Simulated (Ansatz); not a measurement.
**Te$_{2}$Mo: how the k-point mesh moves the results**

Level of theory: DFT LDA, scalar-relativistic, plane waves, PAW in Ansatz 0.2.0.

```
CELL_PARAMETERS angstrom
6.41437 -0.01862 -0.03586
-0.01019 3.50847 -0.00700
-0.29036 -0.07254 36.36040
ATOMIC_POSITIONS crystal
Te 0.06709 0.74798 0.44224
Te 0.92710 0.25389 0.55688
Te 0.56950 0.24098 0.45877
Te 0.42059 0.76427 0.53995
Mo 0.82259 0.74989 0.50191
Mo 0.17475 0.27420 0.49769
```

- plane-wave cutoff: 420 eV
- occupation rule: Gaussian smearing, 0.1 eV
- spin treatment: unpolarised

The atoms stay fixed while the k-point mesh is varied. ΔE is the energy extrapolated to zero smearing, less that of the reference run (6×8×1). The cell was strained and its atoms displaced at random, so that forces don't vanish. The meshes are Γ-centred. Spin–orbit coupling is left out. Pressure is positive in compression.

Times are rough; the reference took 110 s on 1 thread of Intel(R) Xeon(R) Processor @ 2.70GHz, with other jobs on the host, peak memory 1.2 GiB.

```csv
mesh,ΔE (meV/atom),P (GPa),largest change of a force component (eV/Å),irreducible points,wall time (s)
1×1×1,1256,-0.74,2.634,1,9.1
1×2×1,4.60,-1.39,0.806,2,8
2×4×1,4.63,-1.24,0.097,6,24
4×4×1,-2.32,-1.25,0.054,10,35
4×6×1,-1.05,-1.26,0.033,14,43
6×8×1,0.00,-1.26,0.000,26,110
```